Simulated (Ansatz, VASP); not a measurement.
AlN: VASP beside Ansatz

```
Al N
1.0
    -0.10296    1.89755    1.89755
     1.89755   -0.10296    1.89755
     1.89755    1.89755   -0.10296
Al N
1 1
Direct
  0.50000 0.50000 0.50000
  0.00000 0.00000 0.00000
```

Alike in both runs: task single point; functional PBEsol; k mesh 10 × 10 × 10; occupations gaussian, width 0.05 eV; no spin polarisation.

|  | VASP | Ansatz |
| --- | --- | --- |
| version | VASP 6.6.1 | Ansatz 0.2.0 |
| potentials or method | VASP PAW PBE potentials, release 64 (Al, N) | scalar-relativistic, plane waves, PAW |
| plane-wave cutoff (eV) | 520 | 520 |
| valence electrons in the cell | 8 | 8 |

|  | VASP | Ansatz | Ansatz less VASP |
| --- | --- | --- | --- |
| gap on the k mesh at the Fermi level (eV) | 3.59 | 3.59 | +0.001 |
| least direct gap on the mesh (eV) | 6.32 | 6.29 | -0.028 |

Ansatz warned: «pseudo_functional_mismatch».

 A k mesh can miss the band edges.
